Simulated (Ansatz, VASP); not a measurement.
# Mg: VASP beside Ansatz

```
Mg
1.0
     3.20930    0.00000    0.00000
    -1.60465    2.77934    0.00000
     0.00000    0.00000    5.21030
Mg
2
Direct
  0.66667 0.33333 0.75000
  0.33333 0.66667 0.25000
```

Alike in both runs: task single point; functional PBE; k mesh 10 × 10 × 5; occupations gaussian, width 0.017 eV; no spin polarisation.

|  | VASP | Ansatz |
| --- | --- | --- |
| version | VASP 6.6.1 | Ansatz 0.2.0 |
| potentials or method | VASP PAW PBE potentials, release 64 (Mg), cutoff 520 eV | all-electron LAPW, scalar-relativistic |

|  | VASP | Ansatz | Ansatz less VASP |
| --- | --- | --- | --- |
| gap on the k mesh at the Fermi level (eV) | none | none | - |
| pressure (GPa) | -0.6 | -0.5 | +0.11 |
| largest component of the traceless stress (GPa) | 0.49 | 0.48 | -0.016 |

A gap of «none» marks a metal or a gap that the smearing closes. Ansatz ran all-electron here, so the differences hold the error of VASP's frozen core and of both bases.
